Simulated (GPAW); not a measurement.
# Al (Fm-3m) in GPAW: a series of runs

Aim: see how the results for Al move with the level of theory and the settings. Levels: OLYP+D4, PBE, LDA, PBEsol, RPBE. Tasks: qha, band structure.

Program: GPAW 26.7.0. These are calculated values, not measurements. Logs are shortened: lines on timing, memory, paths and dates and some standing lists are left out, and cuts for length are marked. The log counts tension as positive stress, the text compression.

## (1) The structure

Symmetry: Fm-3m, No. 225, cubic system. The conventional cell has a = 4.050 Å, b = 4.050 Å, c = 4.050 Å, α = 90.00°, β = 90.00°, γ = 90.00°. Around Al (site symmetry m-3m) lie 12 Al at 2.86 Å.

## (2) Qha, OLYP+D4

Contents of run.py:

```python
import json
import numpy as np
from ase import Atoms
from ase.calculators.mixing import SumCalculator
from ase.constraints import FixSymmetry
from ase.eos import EquationOfState
from ase.filters import FrechetCellFilter
from ase.io import read, write
from ase.optimize import BFGS
from ase.units import GPa, kJ, mol
from dftd4.ase import DFTD4
from phonopy import Phonopy
from phonopy.structure.atoms import PhonopyAtoms
from gpaw import GPAW, PW, setup_paths

setup_paths.insert(0, '.')

atoms = read('Al.cif')

calc = GPAW(mode=PW(600),
            xc='GGA_X_OPTX+GGA_C_LYP',
            kpts={'size': (11, 11, 11), 'gamma': True},
            occupations={'name': 'fermi-dirac', 'width': 0.05},
            nbands=7,
            convergence={'density': 1e-06, 'eigenstates': 1e-09},
            eigensolver='davidson',
            maxiter=150,
            txt='gpaw.txt')
atoms.calc = SumCalculator([calc, DFTD4(method='olyp')])
atoms.set_constraint(FixSymmetry(atoms))
BFGS(FrechetCellFilter(atoms), trajectory='relax.traj', logfile='-').run(fmax=0.005, steps=40)
atoms.set_constraint()
energy = atoms.get_potential_energy()
forces = atoms.get_forces()
stress = atoms.get_stress()
calc.write('gs.gpw')
write('result.traj', atoms)
print('Cell:', atoms.cell.cellpar().round(4))
print(atoms.get_scaled_positions().round(5))

def force_constants(scale):
    unit = PhonopyAtoms(symbols=atoms.get_chemical_symbols(), cell=atoms.cell[:] * scale**(1 / 3),
                        scaled_positions=atoms.get_scaled_positions())
    ph = Phonopy(unit, supercell_matrix=np.diag([2, 2, 2]), primitive_matrix=np.eye(3), symprec=1e-4)
    ph.generate_displacements(distance=0.01)
    forces = []
    for i, sc in enumerate(ph.supercells_with_displacements):
        a = Atoms(sc.symbols, cell=sc.cell, scaled_positions=sc.scaled_positions, pbc=True)
        c = GPAW(mode=PW(510),
                 xc='GGA_X_OPTX+GGA_C_LYP',
                 kpts={'size': (6, 6, 6), 'gamma': True},
                 occupations={'name': 'fermi-dirac', 'width': 0.05},
                 nbands=26,
                 convergence={'density': 1e-06, 'eigenstates': 1e-09},
                 eigensolver='davidson',
                 maxiter=150,
                 txt=f'disp-{scale:.3f}-{i:02d}.txt')
        a.calc = SumCalculator([c, DFTD4(method='olyp')])
        f = a.get_forces()
        forces.append(f - f.mean(axis=0))
        print(f'displacement {i}: drift', f.mean(axis=0).round(5), flush=True)
    ph.forces = forces
    ph.produce_force_constants()
    ph.symmetrize_force_constants()
    return ph

qpoints = [[0.0, 0.0, 0.0], [0.0, 0.0, 0.5], [0.0, 0.5, 0.0], [0.0, 0.5, 0.5], [0.5, 0.0, 0.0], [0.5, 0.0, 0.5], [0.5, 0.5, 0.0], [0.5, 0.5, 0.5]]
results, volumes, free = {}, [], []
temperatures = np.arange(0, 1001, 50)
for scale in [0.97, 0.985, 1.0, 1.015, 1.03, 1.045, 1.06]:
    ph = force_constants(scale)
    ph.run_qpoints(qpoints)
    nu = ph.qpoints.frequencies * 33.35641  # THz to cm^-1
    results[f'{scale:.3f}'] = nu.tolist()
    for qp, f in zip(qpoints, nu):
        print(scale, np.round(qp, 4), f.round(2))
    a = atoms.copy()
    a.set_cell(atoms.cell * scale**(1 / 3), scale_atoms=True)
    c = GPAW(mode=PW(510),
             xc='GGA_X_OPTX+GGA_C_LYP',
             kpts={'size': (11, 11, 11), 'gamma': True},
             occupations={'name': 'fermi-dirac', 'width': 0.05},
             nbands=7,
             convergence={'density': 1e-06, 'eigenstates': 1e-09},
             eigensolver='davidson',
             maxiter=150,
             txt=f'cell-{scale:.3f}.txt')
    a.calc = SumCalculator([c, DFTD4(method='olyp')])
    ph.run_mesh([15, 15, 15], is_gamma_center=True)
    ph.run_thermal_properties(temperatures=temperatures, cutoff_frequency=0.05)
    volumes.append(a.get_volume())
    free.append(a.get_potential_energy() + ph.thermal_properties.free_energy * kJ / mol)

fits = []
for f in np.transpose(free):
    if not 0 < f.argmin() < len(f) - 1:
        break  # the minimum has left the range of volumes
    fits.append(EquationOfState(volumes, f, eos='sj').fit())
fits = np.array(fits)
temperatures = temperatures[:len(fits)]
alpha = np.gradient(np.log(fits[:, 0]), temperatures)
for t, (v, gibbs, b), x in zip(temperatures, fits, alpha):
    print(f'{t:5d} K  V {v:9.4f} A^3  G {gibbs:12.6f} eV  B {b / GPa:8.2f} GPa  alpha_V {x * 1e6:8.2f} 1e-6/K')
results['qha'] = [temperatures.tolist(), fits[:, 0].tolist(), fits[:, 1].tolist(), (fits[:, 2] / GPa).tolist(), alpha.tolist(), volumes]
json.dump(results, open('phonons.json', 'w'))
```

Contents of Al.cif:

```cif
data_Al
_cell_length_a 2.86350669
_cell_length_b 2.86350669
_cell_length_c 2.86350669
_cell_angle_alpha 60.00000000
_cell_angle_beta 60.00000000
_cell_angle_gamma 60.00000000
_space_group_name_H-M_alt 'P1'
_space_group_name_Hall 'P 1'
_space_group_IT_number 1
loop_
_space_group_symop_operation_xyz
'x,y,z'
loop_
_atom_site_label
_atom_site_type_symbol
_atom_site_symmetry_multiplicity
_atom_site_Wyckoff_symbol
_atom_site_fract_x
_atom_site_fract_y
_atom_site_fract_z
_atom_site_occupancy
Al1 Al 1 a 0.0000000000 0.0000000000 0.0000000000 1
```

Potentials or basis: PAW data sets generated in the run's folder for this functional, pw.

The run is started by

```
$ gpaw-setup -f GGA_X_OPTX+GGA_C_LYP Al
$ OMP_NUM_THREADS=1 python run.py
```

gpaw.txt:

```text
__  _  _
 | _ |_)|_||  |
 |__||  | ||/\| - 26.7.0

Input parameters:
  mode=PW(ecut=600.0),
  convergence={'density': 1e-06, 'eigenstates': 1e-09},
  eigensolver=Davidson(niter=2),
  kpts=MonkhorstPack(size=(11, 11, 11), gamma=True),
  maxiter=150,
  nbands=7,
  occupations=Occupations(name='fermi-dirac', width=0.05),
  xc=XC(name='GGA_X_OPTX+GGA_C_LYP')

Diagonalizing LCAO Hamiltonian
Converting LCAO to pw mode

       Al

Atoms  # Å, Bohr magnetons
|   | symbol |        x |        y |        z |    initial magnetic moments |
|---|--------|----------|----------|----------|-----------------------------|
| 0 |     Al | 0.000000 | 0.000000 | 0.000000 | ( 0.0000,  0.0000,  0.0000) |

Unit cell  # Å
| periodic |        x |         y |        z |  lengths |    angles |
|----------|----------|-----------|----------|----------|-----------|
|      yes | 2.863507 | -0.000000 | 0.000000 | 2.863507 | 60.000000 |
|      yes | 1.431753 |  2.479870 | 0.000000 | 2.863507 | 60.000000 |
|      yes | 1.431753 |  0.826623 | 2.338043 | 2.863507 | 60.000000 |
[... 154 lines left out ...]
convergence criteria:
- Maximum integral of absolute [dens]ity change: 1e-06 electrons / valence electron
- Maximum integral of absolute [eigenst]ate change: 1e-09 eV^2 / valence electron
- Maximum [total energy] change in last 3 cyles: 0.0005 eV / valence electron
maximum number of iterations: 150

SCF iterations
|iter     | |      energy | eigst |  dens |
|---------|-|-------------|-------|-------|
|iter:   1| |   -3.294829 | -0.23 |       |
|iter:   2| |   -3.295526 | -2.86 | -0.95 |
|iter:   3| |   -3.297063 | -2.93 | -0.97 |
|iter:   4| |   -3.297445 | -3.52 | -1.55 |
|iter:   5| |   -3.297456c| -5.23 | -3.17 |
|iter:   6| |   -3.297459c| -6.45 | -3.53 |
|iter:   7| |   -3.297459c| -8.60 | -4.49 |
|iter:   8| |   -3.297459c| -9.10c| -4.84 |
|iter:   9| |   -3.297459c|-11.53c| -5.99 |
|iter:  10| |   -3.297459c|-12.28c| -6.43c|

Converged in 10 steps
Energy contributions relative to reference atoms: (reference = -6607.173805)
[... 15 lines left out ...]
Fermi level: 7.324
Eigenvalues  # (at kpt = [0.000, 0.000, 0.000])
| band index |      eig [eV] | occ [0-2] |
|------------|---------------|-----------|
|          0 |        -3.788 |     2.000 |
|          1 |        19.945 |     0.000 |
|          2 |        19.945 |     0.000 |
|          3 |        19.945 |     0.000 |
|          4 |        21.518 |     0.000 |
|          5 |        21.518 |     0.000 |
|          6 |        21.518 |     0.000 |

No gap
No difference between direct/indirect transitions

Stress tensor  # eV/Ang^3
|         x |         y |        z |
|-----------|-----------|----------|
|  0.007828 |  0.000000 | 0.000000 |
|  0.000000 |  0.007828 | 0.000000 |
| -0.000000 | -0.000000 | 0.007828 |

Forces  # eV/Ang
|        x |        y |       z |
|----------|----------|---------|
| -0.00000 | -0.00000 | 0.00000 |  # Al   0

Interpolating wave functions to new cell

       Al

Atoms  # Å, Bohr magnetons
|   | symbol |        x |        y |        z |    initial magnetic moments |
|---|--------|----------|----------|----------|-----------------------------|
| 0 |     Al | 0.000000 | 0.000000 | 0.000000 | ( 0.0000,  0.0000,  0.0000) |
[... 212 lines left out ...]
Stress tensor  # eV/Ang^3
|         x |         y |         z |
|-----------|-----------|-----------|
| -0.012466 |  0.000000 | -0.000000 |
|  0.000000 | -0.012466 | -0.000000 |
|  0.000000 | -0.000000 | -0.012466 |

Forces  # eV/Ang
|        x |       y |       z |
|----------|---------|---------|
| -0.00000 | 0.00000 | 0.00000 |  # Al   0

Interpolating wave functions to new cell

       Al

Atoms  # Å, Bohr magnetons
|   | symbol |        x |        y |        z |    initial magnetic moments |
|---|--------|----------|----------|----------|-----------------------------|
| 0 |     Al | 0.000000 | 0.000000 | 0.000000 | ( 0.0000,  0.0000,  0.0000) |
[... 212 lines left out ...]
Stress tensor  # eV/Ang^3
|         x |         y |         z |
|-----------|-----------|-----------|
| -0.061171 | -0.000000 |  0.000000 |
| -0.000000 | -0.061171 |  0.000000 |
| -0.000000 |  0.000000 | -0.061171 |

Forces  # eV/Ang
|        x |        y |        z |
|----------|----------|----------|
| -0.00000 | -0.00000 | -0.00000 |  # Al   0

Interpolating wave functions to new cell

       Al

Atoms  # Å, Bohr magnetons
|   | symbol |        x |        y |        z |    initial magnetic moments |
|---|--------|----------|----------|----------|-----------------------------|
| 0 |     Al | 0.000000 | 0.000000 | 0.000000 | ( 0.0000,  0.0000,  0.0000) |
[... 211 lines left out ...]
Stress tensor  # eV/Ang^3
|         x |         y |         z |
|-----------|-----------|-----------|
| -0.054842 |  0.000000 |  0.000000 |
|  0.000000 | -0.054842 |  0.000000 |
|  0.000000 |  0.000000 | -0.054842 |

Forces  # eV/Ang
|       x |        y |       z |
|---------|----------|---------|
| 0.00000 | -0.00000 | 0.00000 |  # Al   0

Interpolating wave functions to new cell

       Al

Atoms  # Å, Bohr magnetons
|   | symbol |        x |        y |        z |    initial magnetic moments |
|---|--------|----------|----------|----------|-----------------------------|
| 0 |     Al | 0.000000 | 0.000000 | 0.000000 | ( 0.0000,  0.0000,  0.0000) |
[... 161 lines left out ...]
convergence criteria:
- Maximum integral of absolute [dens]ity change: 1e-06 electrons / valence electron
- Maximum integral of absolute [eigenst]ate change: 1e-09 eV^2 / valence electron
- Maximum [total energy] change in last 3 cyles: 0.0005 eV / valence electron
maximum number of iterations: 150

SCF iterations
|iter     | |      energy | eigst |  dens |
|---------|-|-------------|-------|-------|
|iter:   1| |   -3.263647 |       |       |
|iter:   2| |   -3.263647 | -9.58c| -3.70 |
|iter:   3| |   -3.263646c| -8.08 | -3.72 |
|iter:   4| |   -3.263646c| -8.72 | -4.30 |
|iter:   5| |   -3.263646c|-10.51c| -5.23 |
|iter:   6| |   -3.263646c|-11.32c| -5.69 |
|iter:   7| |   -3.263646c|-13.28c| -6.76c|

Converged in 7 steps
Energy contributions relative to reference atoms: (reference = -6607.173805)

Energy contributions:
  Kinetic:           7.019021
  Coulomb:          -4.161366
  Zero:             -0.012820
  External:          0.000000
  Xc:               -6.106618
  Entropy:          -0.003727
  Spinorbit:         0.000000
  ----------------------------
  Free energy:      -3.265510
  Extrapolated:     -3.263646
[... 18 lines left out ...]
Stress tensor  # eV/Ang^3
|         x |         y |         z |
|-----------|-----------|-----------|
| -0.055273 |  0.000000 | -0.000000 |
|  0.000000 | -0.055273 |  0.000000 |
| -0.000000 |  0.000000 | -0.055273 |

Forces  # eV/Ang
|       x |        y |       z |
|---------|----------|---------|
| 0.00000 | -0.00000 | 0.00000 |  # Al   0

# Writing to gs.gpw (mode='')
```

Run time: 17 min. Hardware: 1 thread of Arm Neoverse N1, shared host; peak memory 0.46 GiB.

Results:

* Free energy: -4.0882 eV
* Relaxed volume: 14.99 Å³/atom
* Relaxed cell: a = 2.768 Å, b = 2.768 Å, c = 2.768 Å, α = 60.00°, β = 60.00°, γ = 60.00°
* Space group after relaxing (to 0.05 Å): Fm-3m (No. 225)
* Pressure after relaxing: 0.0 GPa
* Band gap on the k mesh: none (metal or under the smearing width)
* Highest phonon frequency: 395 cm⁻¹
* Dispersion energy per atom: -0.823 eV

Final structure:
```xyz
1
Lattice="2.7679 0.0000 0.0000 1.3840 2.3971 0.0000 1.3840 0.7990 2.2600" Properties=species:S:1:pos:R:3 pbc="T T T"
Al    0.0000    0.0000    0.0000
```

Levels at points of the mesh, in eV from the Fermi level:
```tsv
k point	band 1	band 2	band 3	band 4
(0.00, 0.00, 0.00)	-11.83	13.22	13.22	13.22
```

Phonon frequencies in cm⁻¹ (negative: imaginary):
| q point | frequencies |
| --- | --- |
| (0.000, 0.000, 0.000) | 0 0 0 |
| (0.000, 0.000, 0.500) | 179 179 367 |
| (0.000, 0.500, 0.000) | 179 179 367 |
| (0.000, 0.500, 0.500) | 245 245 395 |
| (0.500, 0.000, 0.000) | 179 179 367 |
| (0.500, 0.000, 0.500) | 245 245 395 |
| (0.500, 0.500, 0.000) | 245 245 395 |
| (0.500, 0.500, 0.500) | 179 179 367 |

Caveat: the cutoff is short for stress and forces, so pressures can be off by a GPa or more; the density grid can change from cell to cell, which puts small steps into energies and stress; the phonons are harmonic and from a small supercell; pairwise dispersion overbinds metals, which lowers pressure and volume.

(Part 1 of 2 ends here.)
